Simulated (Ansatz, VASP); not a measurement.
# Ca: VASP beside Ansatz

```
CELL_PARAMETERS angstrom
5.00425 0.00000 0.00000
0.00000 5.00425 0.00000
0.00000 0.00000 5.00425
ATOMIC_POSITIONS crystal
Ca 0.50000 0.00000 0.00000
Ca 0.00000 0.50000 0.00000
Ca 0.00000 0.00000 0.50000
```

Alike in both runs: task relaxation of cell and atoms; functional PBE; k mesh 4 × 4 × 4; occupations gaussian, width 0.1 eV; no spin polarisation.

|  | VASP | Ansatz |
| --- | --- | --- |
| version | VASP 6.6.1 | Ansatz 0.2.0 |
| potentials or method | VASP PAW PBE potentials, release 64 (Ca_sv) | scalar-relativistic, plane waves, PAW |
| plane-wave cutoff (eV) | 600 | 420 |
| valence electrons in the cell | 30 | 30 |

```csv
,VASP,Ansatz,Ansatz less VASP
"gap on the k mesh at the Fermi level, each at its own relaxed structure (eV)",none,none,-
relaxed volume (Å³/atom),51.09,50.06,-1.031
relaxed cell length with the largest relative difference (Å),5.352,5.316,-0.0363
energy change over the relaxation (meV/atom),-79,-78,+1.4
```

A gap of «none» marks a metal or a gap that the smearing closes.

Caveats: the volume moved by over 15 % at a fixed basis, so the end points are rough.
